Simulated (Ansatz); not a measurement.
Runs of Ansatz 0.2.0 on La2O3. The structure is hexagonal, space group P-62m (No. 189). The conventional cell has a = 6.267 Å, b = 6.267 Å, c = 3.300 Å, α = 90.00°, β = 90.00°, γ = 120.00°. La (site symmetry -6) has 6 O at 2.45 Å as nearest neighbours. Around O (site symmetry m2m) lie 4 La at 2.45 Å. The cell comes from a database or a generator and needn't be the stable form of this composition.

```tsv
task	level	cell	k mesh	cutoff (eV)	smearing	level	run kind	points for each segment of the path	gap on the mesh (eV)	pressure (GPa)	largest force (eV/Å)
relaxation of cell and atoms	LDA	relaxed	5 × 5 × 8	420	fermi-dirac 0.05 eV	-	-	-	1.20	0.0	-
band structure	PBE0	as given	6 × 6 × 6	420	fixed	pbe0	scf	-	3.51	-	0.06
band structure	r2SCAN	as given	6 × 6 × 8	500	fixed	r2scan	scf	-	1.85	1.4	0.05
band structure	PBE0	as given	4 × 4 × 6	420	fermi-dirac 0.05 eV	-	-	4	3.51	-	0.06
band structure	LDA	as given	6 × 6 × 8	420	fixed	lda	scf	-	1.39	-3.3	0.07
band structure	r2SCAN	as given	5 × 5 × 8	500	fermi-dirac 0.05 eV	-	-	14	1.85	1.4	0.05
band structure	LDA	as given	5 × 5 × 8	420	fermi-dirac 0.05 eV	-	-	14	1.39	-3.3	0.07
band structure	HSE06	as given	6 × 6 × 6	420	fixed	hse06	scf	-	(a)	-	0.06
```

Alike in all rows: potentials or basis Ansatz PAW; no spin polarisation.

Fill in the values left out.

(a) 2.76.

Caveats: spin-orbit coupling is left out, which moves the levels of the heavy elements; the PAW data sets come from PBE, with cores solved anew for the run's functional, which leaves a small shift of forces and pressure; the magnetic or orbital state may not be the lowest (some runs); odd divisions of the mesh miss points on the zone boundary, where band edges often lie, so the gap on the mesh can be too wide (some runs); the plane-wave basis is chosen anew once the cell has moved, so the energies of steps on either side of that aren't comparable (some runs).

A k mesh can miss the band edges, and the runs leave out spin-orbit coupling on La.

Not every run made on this cell is shown here.
